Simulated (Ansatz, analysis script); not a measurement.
# VCl2O monolayer: spin spirals and exchange, part 2 of 2

Does a spiral lie below the collinear start of a VCl2O monolayer, and how stiff are the moments?

Ansatz 0.2.0; PBE with U = 3.2 eV on V d (ortho-atomic projectors), PAW set soft_1.

So far. Step 2 (Starting state): The run ends ferromagnetic on the main sites, with smaller opposed moments on others, with a net moment of 1 μB a cell. With one V atom carrying the moment, parallel order of its images is forced by the cell, not found. Step 3 (q = (0, 0, 0)): The largest moment is 0.814 μB, against 0.815 μB in the collinear run.

### 4. q = (0, -0.5, 0)

Level of this step: Ansatz DFT, spin spiral by the generalised Bloch theorem, no spin-orbit coupling; PBE+U, PAW set soft_1; PAW set soft_1 (Ansatz).

Only q changes. The cell stays that of the crystal, since the generalised Bloch theorem carries the rotation from cell to cell.

Contents of input.yaml:

```yaml
crystal:
  lattice:
    - [3.73957, 0.0, 0.0]
    - [0.0, 3.50306, 0.0]
    - [0.0, 0.0, 18.309677]
  atoms:
    - { symbol: V, position: [0.062003, 0.0, 0.5], spin: 0.81, spin_axis: [0.5, 0.0, 0.866025] }
    - { symbol: Cl, position: [0.004547, 0.5, 0.409619] }
    - { symbol: Cl, position: [0.004547, 0.5, 0.590381] }
    - { symbol: O, position: [0.513588, 0.0, 0.5] }
kpoints:
  mp_grid: { grid: [8, 8, 1] }
hamiltonian:
  xc: pbe
  hubbard:
    projectors: ortho-atomic
    sites: [{ species: V, l: d, u_eff: 3.2 }]
  noncollinear_xc: locally_collinear
  pseudopotentials: { kind: paw, azcp: { folder: soft_1 } }
scf:
  occupations: { method: fermi_dirac, width: 0.05 }
  max_iter: 120
  convergence: { dr2_threshold: 1.0e-08 }
basis:
  ecutwfc: 420.0
magnetization:
  noncollinear: true
  spin_spiral: { q: [0.0, -0.5, 0.0] }
  spin_locking: { lock_directions: true }
checkpoint:
  read: start
```

Command:

```
$ ansatz run input.yaml --threads 2 --pin off --max-ram 8192MiB --backend cpu --events-out ev --progress --plain --runs-dir out
```

Numbers of over 12 decimals in the logs are rounded to 6 here.

Log:

```text
[...]
Crystal: 4 atoms, lattice volume = 239.856 Å³
Basis set: ecut = 420 eV, 4703 PW (Γ)
Bands: 42, of which v1, the nominal top of the filled ones, is band 33 counted from 1 (32 counted from 0)
Symmetry: 1 space group operations
k-points: 64
[...]
SCF iter  19: F=-5640.203452 eV  HF=-5640.203455 eV  |F-HF|=2.72e-6  |Δ(HF+E_count)|=   2.54e-7  Δρ=9.96e-6  dr2=7.27e-10  dr2_m=8.31e-8 (ungated)  ethr=2.56e-12  |M|=9.86e-1 ∫|m|=1.52e0 μB  |m|>n=1.7e-1 m-floor=0.0e0 τ_xc=1.8e-17  ⟨swp⟩=5.0  Hψ=9489  notcnv=0
[...]
SCF 1 converged in 19 iterations: F = -5640.203452 eV  dr2 = 7.27e-10
[...]
SCF converged after 19 iterations
[...]
Magnetization: |M| = 0.9858 μB,  M = (+0.4765, +0.0000, +0.8631) μB
Absolute magnetization: 1.5250 μB (∫|m|, with the PAW one-centre terms)
  site 0: m = (+0.4019, -0.0000, +0.7008) μB, |m| = 0.8079 μB  (R = 0.70 Å)
  site 1: m = (+0.0000, -0.0000, -0.0243) μB, |m| = 0.0243 μB  (R = 1.00 Å)
  site 2: m = (+0.0000, +0.0000, -0.0243) μB, |m| = 0.0243 μB  (R = 1.00 Å)
  site 3: m = (-0.0749, +0.0000, -0.1320) μB, |m| = 0.1517 μB  (R = 0.70 Å)
--- Magnetisation constraints (ε_frz = 1.0e-4 eV) ---
[...]
0     per_site_axis  ê (+0.500, +0.000, +0.866) ≥0.00  (+0.402, -0.000, +0.701)  2.01e-3      (-4.0e-3, -3.2e-6, +2.3e-3)  1.000  0    yes
Free energy (F): -5640.203452 eV
[...]
Internal energy: -5640.203452 eV  (E = F + TS)
E sigma→0 (E₀):  -5640.203452 eV
Fermi energy:    -3.270934 eV
[...]
```

It took 4 min on 2 threads of Arm Neoverse V1, shared host; peak memory 1.9 GiB; 8 min of CPU time.

The energy of the cell lies 1.25 meV above that at q = 0, and the largest moment is 0.808 μB against 0.814 μB.

### 5. q = (0, -0.25, 0)

input.yaml: that of step 4 with these lines changed.

```diff
@@ -27,3 +27,3 @@
   noncollinear: true
-  spin_spiral: { q: [0.0, -0.5, 0.0] }
+  spin_spiral: { q: [0.0, -0.25, 0.0] }
   spin_locking: { lock_directions: true }
```

Log:

```text
[...]
Crystal: 4 atoms, lattice volume = 239.856 Å³
Basis set: ecut = 420 eV, 4703 PW (Γ)
Bands: 42, of which v1, the nominal top of the filled ones, is band 33 counted from 1 (32 counted from 0)
Symmetry: 1 space group operations
k-points: 64
[...]
site 3: m = (-0.0759, -0.0000, -0.1329) μB, |m| = 0.1530 μB  (R = 0.70 Å)
--- Magnetisation constraints (ε_frz = 1.0e-4 eV) ---
[...]
0     per_site_axis  ê (+0.500, +0.000, +0.866) ≥0.00  (+0.405, +0.000, +0.703)  8.41e-4      (-1.7e-3, +1.1e-6, +9.7e-4)  1.000  0    yes
Free energy (F): -5640.204183 eV
[...]
Internal energy: -5640.204183 eV  (E = F + TS)
E sigma→0 (E₀):  -5640.204183 eV
Fermi energy:    -3.274180 eV
[...]
[key lines of the parts left out:]
SCF converged after 19 iterations
Magnetization: |M| = 0.9949 μB,  M = (+0.4929, -0.0000, +0.8642) μB
```

It took 4.3 min on 2 threads; peak memory 1.9 GiB; 8.5 min of CPU time.

The energy of the cell lies 0.514 meV above that at q = 0, and the largest moment is 0.811 μB against 0.814 μB.

### 6. q = (0.5, -0.5, 0)

input.yaml: that of step 5 with these lines changed.

```diff
@@ -27,3 +27,3 @@
   noncollinear: true
-  spin_spiral: { q: [0.0, -0.25, 0.0] }
+  spin_spiral: { q: [0.5, -0.5, 0.0] }
   spin_locking: { lock_directions: true }
```

Log:

```text
[...]
Crystal: 4 atoms, lattice volume = 239.856 Å³
Basis set: ecut = 420 eV, 4703 PW (Γ)
Bands: 42, of which v1, the nominal top of the filled ones, is band 33 counted from 1 (32 counted from 0)
Symmetry: 1 space group operations
k-points: 64
[...]
site 3: m = (-0.0092, +0.0601, -0.1308) μB, |m| = 0.1443 μB  (R = 0.70 Å)
--- Magnetisation constraints (ε_frz = 1.0e-4 eV) ---
[...]
0     per_site_axis  ê (+0.500, +0.000, +0.866) ≥0.00  (+0.399, -0.000, +0.698)  2.99e-3      (-6.0e-3, -1.4e-5, +3.5e-3)  1.000  0    yes
Free energy (F): -5640.202827 eV
[...]
Internal energy: -5640.202827 eV  (E = F + TS)
E sigma→0 (E₀):  -5640.202827 eV
Fermi energy:    -3.257062 eV
[...]
[key lines of the parts left out:]
SCF converged after 13 iterations
Magnetization: |M| = 1.0132 μB,  M = (+0.5287, +0.0689, +0.8616) μB
```

Run time: 3.2 min. Hardware: 2 threads; peak memory 1.9 GiB; 6.3 min of CPU time.

The energy of the cell lies 1.89 meV above that at q = 0, and the largest moment is 0.804 μB against 0.814 μB.

### 7. q = (0.5, 0, 0)

input.yaml: that of step 6 with these lines changed.

```diff
@@ -27,3 +27,3 @@
   noncollinear: true
-  spin_spiral: { q: [0.5, -0.5, 0.0] }
+  spin_spiral: { q: [0.5, 0.0, 0.0] }
   spin_locking: { lock_directions: true }
```

Log:

```text
[...]
Crystal: 4 atoms, lattice volume = 239.856 Å³
Basis set: ecut = 420 eV, 4703 PW (Γ)
Bands: 42, of which v1, the nominal top of the filled ones, is band 33 counted from 1 (32 counted from 0)
Symmetry: 1 space group operations
k-points: 64
[...]
site 3: m = (-0.0091, +0.0592, -0.1318) μB, |m| = 0.1447 μB  (R = 0.70 Å)
--- Magnetisation constraints (ε_frz = 1.0e-4 eV) ---
[...]
0     per_site_axis  ê (+0.500, +0.000, +0.866) ≥0.00  (+0.402, -0.000, +0.701)  2.52e-3      (-5.0e-3, -1.0e-5, +2.9e-3)  1.000  0    yes
Free energy (F): -5640.203214 eV
[...]
Internal energy: -5640.203214 eV  (E = F + TS)
E sigma→0 (E₀):  -5640.203214 eV
Fermi energy:    -3.255408 eV
[...]
[key lines of the parts left out:]
SCF converged after 14 iterations
Magnetization: |M| = 1.0408 μB,  M = (+0.5752, +0.0698, +0.8645) μB
```

It took 3.1 min on 2 threads; peak memory 1.9 GiB.

The energy of the cell lies 1.50 meV above that at q = 0, and the largest moment is 0.808 μB against 0.814 μB.

2 more runs differ from these in the same keys alone and are tabled below.

### 8. The spirals together

```
q (reciprocal lattice)  path length (1/Å)  E(q) − E(0) (meV a magnetic atom)  |m| V no. 1 (μB)
             (0, 0, 0)              0.000                               0.00              0.81
         (0, -0.25, 0)              0.448                               0.51              0.81
          (0, -0.5, 0)              0.897                               1.25              0.81
         (0, -0.25, 0)              1.345                               0.51              0.81
             (0, 0, 0)              1.794                               0.00              0.81
          (0.25, 0, 0)              2.214                               0.83              0.81
           (0.5, 0, 0)              2.634                               1.50              0.81
       (0.5, -0.25, 0)              3.082                               1.56              0.81
        (0.5, -0.5, 0)              3.531                               1.89              0.80
```

With one magnetic atom a cell, ħω(q) = 4 [E(q) − E(0)] / (M sin²θ) gives frozen-magnon energies, M being the cell's moment at q = 0.

4 [E(q) - E(0)] / (M sin^2 theta), M the cell's moment at q = 0. Magnon branches along the path, in meV:

```
point  branch 1
    Γ       0.0
    X      20.1
    Γ       0.0
    Z      24.0
    U      30.3
```

### 9. Summary of results

| Property | Result |
| --- | --- |
| highest frozen magnon on the path | 30.3 meV |
| lowest point of the path | q = 0 |
| highest point | 1.89 meV a magnetic atom |

No spiral that was run lies below the ferromagnetic state at q = 0, and winding the moments costs up to 1.89 meV a magnetic atom. The moments change by at most 2 % from their size at q = 0, so they are well localised. These are energies of cones, which for rigid moments are sin²θ = 0.25 times those of flat spirals. No spin model is given, since a fit of a few shells misses single points by over 4 % of their range. The 7 spiral runs took 25 min of wall time, added up. The cell was taken as built, with atoms unrelaxed.

[Logs and program files are shortened in this print: banners, set-up blocks, solver, clock and traceback lines can be left out without a mark of their own.]

[Logs are printed without paths, hosts, clocks, repeated set-up lines and the standing remarks that a program may print on its own settings, such as how far it seeks lower states.]

[Hosts, paths, dates, database ids (printed as entryN), source tags and the programs' standing remarks are cut or masked in the printed files.]
